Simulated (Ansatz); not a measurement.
Input of an Ansatz 0.2.0 run:

Contents of input.yaml:

```yaml
crystal:
  lattice:
    - [0.0, 1.9156, 1.9156]
    - [1.9156, 0.0, 1.9156]
    - [1.9156, 1.9156, 0.0]
  atoms:
    - { symbol: Ir, position: [0.0, 0.0, 0.0] }
hamiltonian:
  xc: pbe
  pseudopotentials: { kind: paw_fr }
magnetization:
  noncollinear: true
  spin_orbit: true
kpoints:
  mp_grid: { grid: [9, 9, 9] }
  band_path:
    path:
      - [[0.0, 0.0, 0.0], [0.5, 0.0, 0.5], [0.5, 0.25, 0.75], [0.375, 0.375, 0.75], [0.0, 0.0, 0.0], [0.5, 0.5, 0.5], [0.625, 0.25, 0.625], [0.5, 0.25, 0.75], [0.5, 0.5, 0.5], [0.375, 0.375, 0.75]]
      - [[0.625, 0.25, 0.625], [0.5, 0.0, 0.5]]
    npoints: 14
scf:
  occupations: { method: fermi_dirac, width: 0.05 }
  n_extra_bands: 6
output:
  forces: true
  stress: true
  eigenvalues: true
  fatbands: false
```

Potentials or basis: Ansatz PAW.

The run is started by

```console
$ ansatz run input.yaml --threads 2 --pin off --max-ram 5632MiB --backend cpu --events-out ev --progress --plain --runs-dir out
```

Task: Estimate the band gap on the k mesh.

Result: None (metal or under the smearing width).

Task: Estimate the pressure.

Result: 11.8 GPa.

Levels at the corners of the path, in eV from the Fermi level:
```
point  band 12  band 13  band 14  band 15  band 16  band 17  band 18  band 19  band 20  band 21
    Γ    -4.28    -4.28    -4.28    -3.45    -3.45    -1.06    -1.06    -1.06    -1.06    13.57
    X    -7.45     0.74     0.74     1.19     1.19     1.40     1.40     2.08     2.08    10.68
    W    -5.03    -4.98    -4.98    -1.76    -1.76     1.56     1.56     8.19     8.19     8.24
    K    -6.10    -3.05    -3.05    -0.90    -0.90     0.73     0.73     6.21     6.21     7.70
    Γ    -4.28    -4.28    -4.28    -3.45    -3.45    -1.06    -1.06    -1.06    -1.06    13.57
    L    -4.50    -3.63    -3.63    -0.94    -0.94     0.67     0.67     1.26     1.26     7.44
    U    -6.10    -3.05    -3.05    -0.90    -0.90     0.73     0.73     6.21     6.21     7.70
    W    -5.03    -4.98    -4.98    -1.76    -1.76     1.56     1.56     8.19     8.19     8.24
    L    -4.50    -3.63    -3.63    -0.94    -0.94     0.67     0.67     1.26     1.26     7.44
    K    -6.10    -3.05    -3.05    -0.90    -0.90     0.73     0.73     6.21     6.21     7.70
    U    -6.10    -3.05    -3.05    -0.90    -0.90     0.73     0.73     6.21     6.21     7.70
    X    -7.45     0.74     0.74     1.19     1.19     1.40     1.40     2.08     2.08    10.68
```
